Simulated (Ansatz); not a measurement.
Space group F-43m (No. 216). a = 6.520 Å, b = 6.520 Å, c = 6.520 Å, α = 90.00°, β = 90.00°, γ = 90.00°
```csv
atom,site,symmetry,x,y,z
In,4a,-43m,0.0000,0.0000,0.0000
Sb,4d,-43m,0.2500,0.2500,0.7500
```

Equation of state of this InSb structure (not necessarily the ground state), with shape and atoms relaxed at each volume where symmetry leaves them free. Computed with Ansatz 0.2.0, DFT PBEsol, scalar-relativistic, plane waves, PAW.

Settings: cutoff 420 eV, Γ-centred mesh 12×12×12 on the computed 2-atom cell, Gaussian smearing of 0.10 eV; no spin polarisation.

```
V (Å³/atom) E − E(largest V) (meV/atom) P (GPa) gap on mesh (eV)
     30.486                        45.84     7.40              0.36
     31.526                         5.78     5.03              0.17
     32.565                       -20.21     3.05              0.00
     33.604                       -34.44     1.38              0.00
     34.644                       -38.72    -0.02              0.00
     35.683                       -34.68    -1.19              0.00
     36.722                       -23.64    -2.18              0.00
     38.108                         0.00    -3.25              0.00
```

Question: Fit a third-order Birch–Murnaghan equation to E(V).

Answer: V0 = 34.63 Å³/atom, B0 = 43 GPa, B0' = 4.8.

Spin-orbit coupling is left out, which matters for the bands of heavy elements.